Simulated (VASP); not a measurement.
Crystal: Ni.

```
Ni
1.0
     0.00000    1.73757    1.73757
     1.73757    0.00000    1.73757
     1.73757    1.73757    0.00000
Ni
1
Cartesian
  0.0000 0.0000 0.0000
```

Base run:

* Program: VASP 6.6.1
* Functional: PBEsol
* Potentials or basis: VASP PAW PBE potentials, release 64 (Ni)
* Cutoff: 520 eV
* k mesh: 13 × 13 × 13
* Occupations: fermi-dirac, width 0.05 eV
* Spin: collinear spin, ferromagnetic start
* Starting moments: [1.0] μB

Its results: pressure -2.4 GPa; net moment 0.62 μB per cell; site moments Ni +0.63 μB.

Problem. The run is repeated on the same cell with these changes: functional from PBEsol to PBE; occupations from fermi-dirac, width 0.05 eV to gaussian, width 0.011 eV. What comes out?

Solution. Pressure 7.8 GPa; net moment 0.62 μB per cell; site moments Ni +0.63 μB.

Caveats: the PAW data sets were made with another functional, which shifts forces and pressure a little (some runs).
